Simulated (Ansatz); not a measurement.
The system is SnO2 (Cassiterite).

```
Sn O
1.0
     4.73800    0.00000    0.00000
     0.00000    4.73800    0.00000
     0.00000    0.00000    3.18650
Sn O
2 4
Direct
  0.50000 0.50000 0.50000
  0.00000 0.00000 0.00000
  0.80710 0.19290 0.50000
  0.69290 0.69290 0.00000
  0.19290 0.80710 0.50000
  0.30710 0.30710 0.00000
```

| Property | Result |
| --- | --- |
| Program | Ansatz 0.2.0 |
| Task | relaxation of cell and atoms |
| Functional | PBE |
| Potentials or basis | Ansatz PAW |
| Cutoff | 420 eV (not typed: the program's choice for these potentials) |
| k mesh | 6 × 6 × 8 |
| Occupations | fermi-dirac, width 0.05 eV |
| Spin | no spin polarisation |

At the start: volume 11.92 Å³/atom.

Problem. How do energy, volume and symmetry change on relaxing?

Solution. It ends after 7 steps and the volume is 12.58 Å³/atom (+5.5 %); space group P4_2/mnm (No. 136, to 0.05 Å).

The path:
| step | energy change (eV) | largest force (eV/Å) | volume (Å³) |
| --- | --- | --- | --- |
| 1 | 0.0000 | 0.2753 | 71.53 |
| 2 | -0.1050 | 0.0297 | 75.13 |
| 3 | -0.1047 | 0.0464 | 75.26 |
| 4 | -0.1052 | 0.0077 | 75.23 |
| 5 | -0.1294 | 0.0089 | 75.23 |
| 6 | -0.1286 | 0.0005 | 75.45 |
| 7 | -0.1297 | 0.0006 | 75.45 |

Final structure:
```xyz
6
Lattice="4.8270 0.0000 0.0000 0.0000 4.8270 0.0000 0.0000 0.0000 3.2383" Properties=species:S:1:pos:R:3 pbc="T T T"
Sn    2.4135    2.4135    1.6191
Sn    0.0000    0.0000    0.0000
O     3.8933    0.9337    1.6191
O     3.3472    3.3472    0.0000
O     0.9337    3.8933    1.6191
O     1.4798    1.4798    0.0000
```

Caveat: the plane-wave basis is chosen anew once the cell has moved, so the energies of steps on either side of that aren't comparable; the pressure holds a Pulay correction of +0.8 GPa for the finite cutoff.
